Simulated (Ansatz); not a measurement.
A run of Ansatz 0.2.0:

input.yaml

```yaml
crystal:
  lattice:
    - [2.3059043427, 1.331314493, 1.6909537039]
    - [-2.3059043427, 1.331314493, 1.6909537039]
    - [0.0, -2.662628986, 1.6909537039]
  atoms:
    - { symbol: Te, position: [0.5, 0.5, 0.5] }
hamiltonian:
  xc: hiss
  pseudopotentials: { kind: paw, source: jth }
kpoints:
  mp_grid: { grid: [5, 5, 5] }
scf:
  occupations: { method: gaussian, width: 0.05 }
  exx: { singularity: none }
output:
  forces: true
  stress: true
  eigenvalues: true
```

Potentials or basis: JTH PAW.

The run is started by

```console
$ ansatz run input.yaml --threads 1 --pin off --max-ram 2560MiB --backend cpu --events-out ev --progress --plain --runs-dir out
```

Hardware: 1 thread of Arm Neoverse V2, with other jobs on the host.

Problem. Estimate the wall time of this run.

Solution. Wall time 11 s on 1 thread of Arm Neoverse V2, on a shared host, peak memory 0.63 GiB. Counts: scf iterations 15, plane waves 865, k points 19, bands 7.
